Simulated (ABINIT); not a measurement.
Runs of ABINIT 10.8.3 (patched build) on Si2Mo. Symmetry: I4/mmm, No. 139, tetragonal system. The conventional cell has a = 3.200 Å, b = 3.200 Å, c = 7.861 Å, α = 90.00°, β = 90.00°, γ = 90.00°. Mo (site symmetry 4/mmm) is surrounded by 10 Si at 2.62 Å. Around Si (site symmetry 4mm) lie 5 Si at 2.61 to 2.63 Å and 5 Mo at 2.62 Å. 

```csv
task,level,potentials or basis,k mesh,cutoff (eV),fine-grid cutoff,mesh quality,gap on the mesh (eV),pressure (GPa),largest force (eV/Å)
band structure,revPBE,JTH PAW PBE v2.0,12 × 12 × 12,408,816.342 eV,not flagged,none,4.1,(b)
single point,PBE,JTH PAW PBE v2.0,10 × 10 × 10,408,816.342 eV,not flagged,none,2.3,(c)
single point,r2SCAN,JTH PAW PBE v2.0,5 × 5 × 5,490,979.61 eV,coarse,none,-1.1,0.30
single point,LDA,JTH PAW LDA v2.0,10 × 10 × 10,408,816.342 eV,not flagged,none,(a),0.39
band structure,HCTH407,JTH PAW PBE v2.0,12 × 12 × 12,408,816.342 eV,not flagged,none,-13.5,0.08
```

Alike in all rows: no spin polarisation; cell as given; smearing fermi-dirac 0.05 eV.

Estimate the missing entries.

(a) -5.9; (b) 0.26; (c) 0.29.

Caveats: some runs use coarse meshes; the PAW data sets were made with another functional, which shifts forces and pressure a little (some runs).

A k mesh can miss the band edges, and the runs leave out spin-orbit coupling on Mo.

A gap of «none» marks a metal or a gap under the smearing width.
